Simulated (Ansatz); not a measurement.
Here is an unrelaxed guess for InGa3As4.

```cif
data_structure
_symmetry_space_group_name_H-M 'P-4m2'
_symmetry_Int_Tables_number 115
_cell_length_a 3.9675
_cell_length_b 3.9675
_cell_length_c 11.2216
_cell_angle_alpha 90.000
_cell_angle_beta 90.000
_cell_angle_gamma 90.000
_cell_volume 176.64
loop_
_atom_site_label
_atom_site_type_symbol
_atom_site_symmetry_multiplicity
_atom_site_Wyckoff_symbol
_atom_site_fract_x
_atom_site_fract_y
_atom_site_fract_z
_atom_site_occupancy
In1 In 1 b 0.50000 0.50000 0.00000 1
Ga1 Ga 2 e 0.00000 0.00000 0.75000 1
Ga2 Ga 1 c 0.50000 0.50000 0.50000 1
As1 As 2 g 0.50000 0.00000 0.12500 1
As2 As 2 g 0.00000 0.50000 0.37500 1
```

Theory: DFT PBE, scalar-relativistic, plane waves, PAW in Ansatz 0.2.0. Settings: cutoff 420 eV, Γ-centred mesh 4×4×2 on the computed 8-atom cell, Gaussian smearing of 0.10 eV; no spin polarisation.

Formation energies are uncorrected and refer to the elements' standard structures at the same level.

Question: Estimate its pressure, forces and energy as it stands.

Answer: The pressure is 11.0 GPa (the mean over three directions, positive in compression), the largest force is 2.05 eV/Å, and the energy is −0.15 eV/atom against the elements. The shortest distance is 2.43 Å.

Question: How much does it gain on relaxing, and where does it end?

Answer: Relaxing gains about 0.16 eV/atom (the start's value is from the coarse mesh, so the gain is rough) in 8 ionic steps and ends at −0.31 eV/atom on the finer mesh. The symmetry stays P-4m2 (No. 115). The volume per atom grows by 13.8 %, from 22.1 to 25.1 Å³. The shortest distance goes from 2.43 Å (Ga–As and In–As) to 2.50 Å (Ga–As). Conventional cell: a = 4.134 Å, c = 11.761 Å. Around In lie 4 As at 2.64 Å; around Ga on a site of symmetry 2mm lie 4 As at 2.50–2.51 Å; around As on its first site lie 2 Ga at 2.50 Å and 2 In at 2.64 Å; 2 more sites not described.

The last run used a 10×10×4 mesh (in the run's order of axes) for its 8-atom cell and Gaussian smearing of 0.10 eV. The reference form of As is held partly by dispersion forces, which this level lacks. The relaxation can't lower the symmetry of the start. A structure relaxed within its symmetry needn't be a true minimum.
